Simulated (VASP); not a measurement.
From an Ansatz input to VASP: PtSe2 (1T (CdI2) bulk)

Ansatz input

```yaml
crystal:
  lattice:
    - [3.7286503688, 0.0, 0.0]
    - [-1.8643251844, 3.2291059412, 0.0]
    - [0.0, 0.0, 5.277156576]
  atoms:
    - { symbol: Pt, position: [0.0, 0.0, 0.0] }
    - { symbol: Se, position: [0.3333333333, 0.6666666667, 0.2462188986] }
    - { symbol: Se, position: [0.6666666667, 0.3333333333, 0.7537811014] }
kpoints:
  mp_grid: { grid: [12, 12, 6] }
  band_path:
    path:
      - [0.0, 0.0, 0.0]
      - [0.5, 0.0, 0.0]
      - [0.3333333333, 0.3333333333, 0.0]
      - [0.0, 0.0, 0.5]
      - [0.5, 0.0, 0.5]
      - [0.3333333333, 0.3333333333, 0.5]
      - [0.0, 0.25, 0.3333333333]
      - [0.0, 0.283854, 0.294271]
    npoints: 1
hamiltonian:
  xc: pbe
scf:
  occupations: { method: fermi_dirac, width: 0.02 }
  n_extra_bands: 4
output:
  forces: true
  stress: true
  eigenvalues: true
```

**Question.** Which VASP files do the same job?

**Answer.** 

INCAR

```
NELM = 120
EDIFF = 1E-7
ENCUT = 520
NSW = 0
ISMEAR = -1
NBANDS = 18
GGA = PE
LREAL = .FALSE.
PREC = Accurate
LASPH = .TRUE.
IBRION = -1
ISIF = 2
SIGMA = 0.02
LCHARG = .FALSE.
LWAVE = .FALSE.
```

KPOINTS

```
KPOINTS created by Atomic Simulation Environment
0
Gamma
12 12 6
0 0 0
```

KPOINTS_OPT

```
special points
8
Reciprocal
0.0000000000 0.0000000000 0.0000000000 1
0.5000000000 0.0000000000 0.0000000000 1
0.3333333333 0.3333333333 0.0000000000 1
0.0000000000 0.0000000000 0.5000000000 1
0.5000000000 0.0000000000 0.5000000000 1
0.3333333333 0.3333333333 0.5000000000 1
0.0000000000 0.2500000000 0.3333333333 1
0.0000000000 0.2838540000 0.2942710000 1
```

POSCAR

```
Pt Se
 1.0000000000000000
     3.7286503688236627    0.0000000000000000    0.0000000000000000
    -1.8643251844118314    3.2291059412315088    0.0000000000000000
     0.0000000000000000    0.0000000000000000    5.2771565760286689
 Pt  Se
   1   2
Cartesian
 -0.0000000000000000 -0.0000000000000000 -0.0000000000000000
 -0.0000000000000001  2.1527372941543388  1.2993356800212692
  1.8643251844118316  1.0763686470771694  3.9778208960073997
```

VASP ran with the recommended PBE PAW datasets (22 valence electrons in the cell). Other inputs would serve too.

```json
{"": "gap between bands v and c", "Ansatz": "-0.35 eV (bands overlap: a metal)", "VASP": "-0.36 eV (bands overlap: a metal)"}
{"": "least direct gap", "Ansatz": "0.30 eV", "VASP": "0.29 eV"}
{"": "pressure", "Ansatz": "3.8 GPa", "VASP": "3.7 GPa"}
{"": "largest force", "Ansatz": "0.17 eV/Å", "VASP": "0.17 eV/Å"}
```

Datasets and cutoffs are each program's own. VASP's cell holds 22 valence electrons and Ansatz's 50. Ansatz's stress includes a Pulay correction; VASP's doesn't.
